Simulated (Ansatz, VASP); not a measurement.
**Ba: VASP beside Ansatz**

```
Ba
1.0
    -2.51250    2.51250    2.51250
     2.51250   -2.51250    2.51250
     2.51250    2.51250   -2.51250
Ba
1
Direct
  0.00000 0.00000 0.00000
```

Alike in both runs: task relaxation of cell and atoms; functional PBE; k mesh 12 × 12 × 12; occupations fermi-dirac, width 0.05 eV; no spin polarisation.

|  | VASP | Ansatz |
| --- | --- | --- |
| version | VASP 6.6.1 | Ansatz 0.2.0 |
| potentials or method | VASP PAW PBE potentials, release 64 (Ba_sv) | PAW with Ansatz's default frozen-core files, scalar-relativistic |
| plane-wave cutoff (eV) | 600 | 420 |
| valence electrons in the cell | 10 | 10 |

|  | VASP | Ansatz | Ansatz less VASP |
| --- | --- | --- | --- |
| relaxed volume (Å³/atom) | 63.53 | 63.44 | -0.090 |
| relaxed cell length with the largest relative difference (Å) | 4.354 | 4.352 | -0.0021 |

Spin-orbit coupling is left out, which matters for the levels of Ba.
